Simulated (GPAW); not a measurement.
# GaSb (F-43m) in GPAW: notebook

Aim: see how the results for GaSb move with the level of theory and the settings. Levels: BEEF-vdW, vdW-DF-cx, PBE, LDA. Tasks: equation of state, band structure, one-shot levels on a semilocal density.

All numbers are computed with GPAW 26.7.0; they aren't measurements. Logs are shortened: lines on timing, memory, paths and dates and some standing lists are left out, and cuts for length are marked. The log counts tension as positive stress, the text compression.

**The experiment to reproduce.**

From a printed reference work, data compilation, for a bulk crystal of GaSb at 4.2 K: band gap 0.811 eV (direct).

How close the calculation comes is told below.

### Step 1. The crystal as given

The structure is cubic, space group F-43m (No. 216). Conventional cell: a = 6.118 Å, b = 6.118 Å, c = 6.118 Å, α = 90.00°, β = 90.00°, γ = 90.00°. Sb (site symmetry -43m) is surrounded by 4 Ga at 2.65 Å. Around Ga (site symmetry -43m) lie 4 Sb at 2.65 Å.

### Step 2. Equation of state, BEEF-vdW

File run.py:

```python
from ase.eos import EquationOfState
from ase.io import Trajectory, read
from ase.units import GPa
from gpaw import GPAW, PW

atoms = read('GaSb.xyz')

traj = Trajectory('eos.traj', 'w')
volumes, energies = [], []
for x in [0.94, 0.96, 0.98, 1.0, 1.02, 1.04, 1.06]:
    a = atoms.copy()
    a.set_cell(atoms.cell * x**(1 / 3), scale_atoms=True)
    calc = GPAW(mode=PW(600),
                xc={'name': 'BEEF-vdW', 'backend': 'libvdwxc'},
                kpts={'size': (6, 6, 6), 'gamma': True},
                occupations={'name': 'fermi-dirac', 'width': 0.05},
                nbands=18,
                convergence={'density': 1e-05, 'energy': 1e-05},
                maxiter=150,
                txt=f'eos-{x:.2f}.txt')
    a.calc = calc
    energies.append(a.get_potential_energy(force_consistent=True))
    volumes.append(a.get_volume())
    calc.write(f'eos-{x:.2f}.gpw')
    traj.write(a)
    print(f'{x:.2f} {volumes[-1]:10.4f} A^3 {energies[-1]:14.6f} eV', flush=True)

v0, e0, B = EquationOfState(volumes, energies, eos='birchmurnaghan').fit()
print(f'V0 = {v0:.4f} A^3, E0 = {e0:.6f} eV, B0 = {B / GPa:.2f} GPa')
```

File GaSb.xyz:

```xyz
2
Lattice="0.0000000000 3.0590000000 3.0590000000 3.0590000000 0.0000000000 3.0590000000 3.0590000000 3.0590000000 0.0000000000" Properties=species:S:1:pos:R:3 pbc="T T T"
Sb     4.5885000000      4.5885000000      4.5885000000
Ga     0.0000000000      0.0000000000      0.0000000000
```

Potentials or basis: GPAW PAW data sets (gpaw-data 1.2.1), pw.

Started as:

```console
> OMP_NUM_THREADS=1 python run.py
```

Log:

```text
__  _  _
 | _ |_)|_||  |
 |__||  | ||/\| - 26.7.0

Input parameters:
  mode=PW(ecut=600.0),
  convergence={'density': 1e-05, 'energy': 1e-05},
  kpts=MonkhorstPack(size=(6, 6, 6), gamma=True),
  maxiter=150,
  nbands=18,
  occupations=Occupations(name='fermi-dirac', width=0.05),
  xc=XC(name='BEEF-vdW', backend='libvdwxc')

Diagonalizing LCAO Hamiltonian
Converting LCAO to pw mode

                     Sb

       Ga

Atoms  # Å, Bohr magnetons
|   | symbol |        x |        y |        z |    initial magnetic moments |
|---|--------|----------|----------|----------|-----------------------------|
| 0 |     Sb | 4.526486 | 4.526486 | 4.526486 | ( 0.0000,  0.0000,  0.0000) |
| 1 |     Ga | 0.000000 | 0.000000 | 0.000000 | ( 0.0000,  0.0000,  0.0000) |

Unit cell  # Å
| periodic |        x |        y |        z |  lengths |    angles |
|----------|----------|----------|----------|----------|-----------|
|      yes | 0.000000 | 3.017657 | 3.017657 | 4.267612 | 60.000000 |
|      yes | 3.017657 | 0.000000 | 3.017657 | 4.267612 | 60.000000 |
|      yes | 3.017657 | 3.017657 | 0.000000 | 4.267612 | 60.000000 |

Number of symmetries: 24
Symmetry operations  # r_c * U_cc + t_c -> r_c
|    | kind |            matrix            |
|----|------|------------------------------|
|  0 |  E   |  1, 0, 0,  0, 1, 0,  0, 0, 1 |
|  1 |  σ   |  1, 0, 0,  0, 0, 1,  0, 1, 0 |
|  2 |  σ   |  1, 0,-1,  0, 1,-1,  0, 0,-1 |
|  3 |  C3  |  1, 0,-1,  0, 0,-1,  0, 1,-1 |
|  4 |  C3  |  1,-1, 0,  0,-1, 1,  0,-1, 0 |
|  5 |  σ   |  1,-1, 0,  0,-1, 0,  0,-1, 1 |
|  6 |  σ   |  0, 1, 0,  1, 0, 0,  0, 0, 1 |
|  7 |  C3  |  0, 1, 0,  0, 0, 1,  1, 0, 0 |
|  8 |  C2  |  0, 1,-1,  1, 0,-1,  0, 0,-1 |
|  9 |  S4  |  0, 1,-1,  0, 0,-1,  1, 0,-1 |
| 10 |  C3  |  0, 0, 1,  1, 0, 0,  0, 1, 0 |
| 11 |  σ   |  0, 0, 1,  0, 1, 0,  1, 0, 0 |
| 12 |  S4  |  0, 0,-1,  1, 0,-1,  0, 1,-1 |
| 13 |  C3  |  0, 0,-1,  0, 1,-1,  1, 0,-1 |
| 14 |  S4  |  0,-1, 1,  1,-1, 0,  0,-1, 0 |
| 15 |  C2  |  0,-1, 1,  0,-1, 0,  1,-1, 0 |
| 16 |  C3  |  0,-1, 0,  1,-1, 0,  0,-1, 1 |
| 17 |  S4  |  0,-1, 0,  0,-1, 1,  1,-1, 0 |
| 18 |  S4  | -1, 1, 0, -1, 0, 1, -1, 0, 0 |
| 19 |  C3  | -1, 1, 0, -1, 0, 0, -1, 0, 1 |
| 20 |  C3  | -1, 0, 1, -1, 1, 0, -1, 0, 0 |
| 21 |  S4  | -1, 0, 1, -1, 0, 0, -1, 1, 0 |
| 22 |  σ   | -1, 0, 0, -1, 1, 0, -1, 0, 1 |
| 23 |  C2  | -1, 0, 0, -1, 0, 1, -1, 1, 0 |

BZ-sampling:
  Number of BZ points: 216
  Number of IBZ points: 16

  Monkhorst-Pack size: [6, 6, 6]
  Monkhorst-Pack shift: [0.08333333333333333, 0.08333333333333333, 0.08333333333333333]

K-points  # in reciprocal-cell coordinates
|     |                                coordinates |     weight |
|-----|--------------------------------------------|------------|
|   0 | (  0.00000000,   0.00000000,   0.00000000) | 0.00462963 |
|   1 | (  0.16666667,   0.16666667,   0.00000000) | 0.02777778 |
|   2 | (  0.16666667,   0.16666667,   0.16666667) | 0.03703704 |
|   3 | (  0.33333333,   0.16666667,   0.16666667) | 0.05555556 |
|   4 | (  0.33333333,   0.33333333,  -0.33333333) | 0.05555556 |
|   5 | (  0.33333333,   0.33333333,   0.00000000) | 0.02777778 |
|   6 | (  0.33333333,   0.33333333,   0.16666667) | 0.11111111 |
|   7 | (  0.33333333,   0.33333333,   0.33333333) | 0.03703704 |
|   8 | (  0.50000000,   0.33333333,  -0.33333333) | 0.11111111 |
|   9 | (  0.50000000,   0.33333333,  -0.16666667) | 0.05555556 |
| ... |                                            |            |
|  15 | (  0.50000000,   0.50000000,   0.50000000) | 0.01851852 |

Plane wave coefficients: 1853
Cutoff: 600.0 eV

Spin-components: 1 (collinear spins)
Bands:           18
Projectors:      11
Spin-degeneracy: 2
Datatype:        complex128

Parallelization:
  kpt:    1
  domain: 1
  band:   1

Density:
  Valence electrons: 18.0
  Components: 1
  Grid points: [25 25 25]
  Charge: 0.0  # |e|

Potential:
  Grid points: [25 25 25]

species:
  Sb:
    name:    Antimony
    Z:       51.0
    valence: 15
    core:    36
    charge:  0.0  # [|e|]
    compensation charges:
      type: gauss
      rc: 0.36  # [Å]
      lmax: 2
    cutoffs:
      filter: 2.23  # [Å]
      core: 2.23  # [Å]
    projectors
    | kind |    occ | energy [eV] | rcut [Å] |
    |------|--------|-------------|----------|
    |   5s |  2.000 |     -12.815 |    1.154 |
    |   5p |  3.000 |      -4.830 |    1.233 |
    |   4d | 10.000 |     -33.514 |    1.196 |
    |    s |        |      14.396 |    1.154 |
    |    p |        |      22.381 |    1.233 |
    |    d |        |      -6.303 |    1.196 |

    Using partial waves for Sb as LCAO basis

  Ga:
    name:    Gallium
    Z:       31.0
    valence: 3
    core:    28
    charge:  0.0  # [|e|]
    compensation charges:
      type: gauss
      rc: 0.37  # [Å]
      lmax: 2
    cutoffs:
      filter: 2.06  # [Å]
      core: 4.17  # [Å]
    projectors
    | kind |    occ | energy [eV] | rcut [Å] |
    |------|--------|-------------|----------|
    |   4s |  2.000 |      -8.945 |    1.164 |
    |   4p |  1.000 |      -2.580 |    1.164 |
    |    s |        |      18.266 |    1.164 |
    |    p |        |      24.631 |    1.164 |
    |    d |        |       0.000 |    1.164 |

    Using partial waves for Ga as LCAO basis

Reference energy: -229166.229777  # eV

eigensolver:
  PPCG
  Converge bands: occupied
  niter=2

density mixing:
  MSR1-Mixer
  Pratt-step length: 0.05
  Maximum mixing coefficient: 0.75
  Old densities: 10
  SVD Regularization: 0.005
  Good broyden scale: 1.0
  Trust region scale: 1.0
  Backstep threshold: 4.0
  History deletion threshold: 6.0
  Fourier metric: weight=20.0, sigma=0.015

occupation numbers:
  Fermi-Dirac:
    width: 0.0500  # eV

poisson solver:
  ecut: 4800.0  # eV

xc functional:
  name: vdW-BEEF with libvdwxc
  Mode: serial
  Semilocal: BEEVDW with 2 nearest neighbor stencil
  Corresponding non-local functional: vdW-DF2
  Local blocksize: 50 x 50 x 50
  PAW datasets: PBE

convergence criteria:
[... 6 lines left out ...]
|iter     | |      energy | eigst |  dens |
|---------|-|-------------|-------|-------|
|iter:   1| | -251.077628 | +0.33 |       |
|iter:   2| | -251.080729 | -2.01 | -1.29 |
|iter:   3| | -251.054867 | -2.22 | -1.31 |
|iter:   4| | -251.058999 | -2.88 | -1.83 |
|iter:   5| | -251.059632 | -4.08 | -2.46 |
|iter:   6| | -251.059853 | -4.71 | -2.87 |
|iter:   7| | -251.059866 | -5.62 | -3.56 |
|iter:   8| | -251.059867c| -6.88 | -4.39 |
|iter:   9| | -251.059867c| -7.68c| -4.91 |
|iter:  10| | -251.059867c| -8.52c| -5.82c|

Converged in 10 steps
Energy contributions relative to reference atoms: (reference = -229166.229777)

Energy contributions:
  Kinetic:          46.760636
  Coulomb:         -42.521781
  Zero:              0.234144
  External:          0.000000
  Xc:             -255.532789
  Entropy:          -0.000151
  Spinorbit:         0.000000
  ----------------------------
  Free energy:    -251.059942
  Extrapolated:   -251.059867

dipole moment: (-10.798059, -10.798059, -10.798059)  # |e|*Ang

Fermi level: 5.452
Eigenvalues  # (at kpt = [0.000, 0.000, 0.000])
| band index |      eig [eV] | occ [0-2] |
|------------|---------------|-----------|
|          0 |       -24.260 |     2.000 |
|          1 |       -24.260 |     2.000 |
|          2 |       -24.260 |     2.000 |
|          3 |       -24.244 |     2.000 |
|          4 |       -24.244 |     2.000 |
|          5 |        -6.465 |     2.000 |
|          6 |         5.223 |     1.980 |
|          7 |         5.223 |     1.980 |
|          8 |         5.223 |     1.980 |
|          9 |         5.636 |     0.049 |
|         10 |         8.038 |     0.000 |
|         11 |         8.038 |     0.000 |
|         12 |         8.038 |     0.000 |
|         13 |        11.208 |     0.000 |
|         14 |        13.990 |     0.000 |
|         15 |        13.990 |     0.000 |
|         16 |        14.866 |     0.000 |
|         17 |        14.866 |     0.000 |

Gap: 0.414 eV
Transition (v -> c):
  (s=0, k=0, n=8, [0.00, 0.00, 0.00]) -> (s=0, k=0, n=9, [0.00, 0.00, 0.00])
No difference between direct/indirect transitions
# Writing to eos-0.96.gpw (mode='')
```

Wall time 98 s (1 thread of Intel Xeon Platinum 8259CL at 2.50GHz (Skylake/Cascade Lake), shared host); peak memory 0.3 GiB.

Results:

```
Equilibrium volume : 30.88 Å³/atom (rough: see the caveat)
Bulk modulus       : 39 GPa (rough)
```

Energy against volume, from the lowest point:
```
volume (Å³/atom)  energy (meV/atom)
          26.907              81.77
          27.480              56.87
          28.052              37.32
          28.625              22.40
          29.197              11.33
          29.770               3.94
          30.342               0.00
```

Caveat: the minimum lies outside the volumes run; the PAW data sets were made with another functional, which shifts forces and pressure a little. The run has no spin-orbit coupling, so splittings on Sb are missing.

### Step 3. Equation of state, vdW-DF-cx

run.py: that of step 2 with these lines changed.

```diff
@@ -5,3 +5,3 @@
 
-atoms = read('GaSb.xyz')
+atoms = read('GaSb.cif')
 
@@ -13,3 +13,3 @@
     calc = GPAW(mode=PW(600),
-                xc={'name': 'BEEF-vdW', 'backend': 'libvdwxc'},
+                xc={'name': 'vdW-DF-cx', 'backend': 'libvdwxc'},
                 kpts={'size': (6, 6, 6), 'gamma': True},
```

File GaSb.cif:

```cif
data_GaSb
_cell_length_a 4.32607929
_cell_length_b 4.32607929
_cell_length_c 4.32607929
_cell_angle_alpha 60.00000000
_cell_angle_beta 60.00000000
_cell_angle_gamma 60.00000000
_space_group_name_H-M_alt 'P1'
_space_group_name_Hall 'P 1'
_space_group_IT_number 1
loop_
_space_group_symop_operation_xyz
'x,y,z'
loop_
_atom_site_label
_atom_site_type_symbol
_atom_site_symmetry_multiplicity
_atom_site_Wyckoff_symbol
_atom_site_fract_x
_atom_site_fract_y
_atom_site_fract_z
_atom_site_occupancy
Sb1 Sb 1 a 0.7500000000 0.7500000000 0.7500000000 1
Ga1 Ga 1 a 0.0000000000 0.0000000000 0.0000000000 1
```

Potentials or basis: GPAW PAW data sets (gpaw-data 1.2.1), pw.

Started as:

```console
> OMP_NUM_THREADS=1 python run.py
```

Wall time 79 s (1 thread of Intel Xeon Platinum 8259CL at 2.50GHz (Skylake/Cascade Lake), shared host); peak memory 0.37 GiB.

Results (log left out):

* Equilibrium volume: 29.21 Å³/atom
* Bulk modulus: 48 GPa
* Pressure derivative of the bulk modulus: 5.0 (rough: it moves with the points fitted)

Energy against volume, from the lowest point:
| volume (Å³/atom) | energy (meV/atom) |
| --- | --- |
| 26.907 | 31.84 |
| 27.480 | 17.13 |
| 28.052 | 7.41 |
| 28.625 | 1.95 |
| 29.197 | 0.00 |
| 29.770 | 1.47 |
| 30.342 | 6.12 |

Caveat: the PAW data sets were made with another functional, which shifts forces and pressure a little. Spin-orbit coupling is left out, which matters for the levels of Sb.

(Part 1 of 2 ends here.)
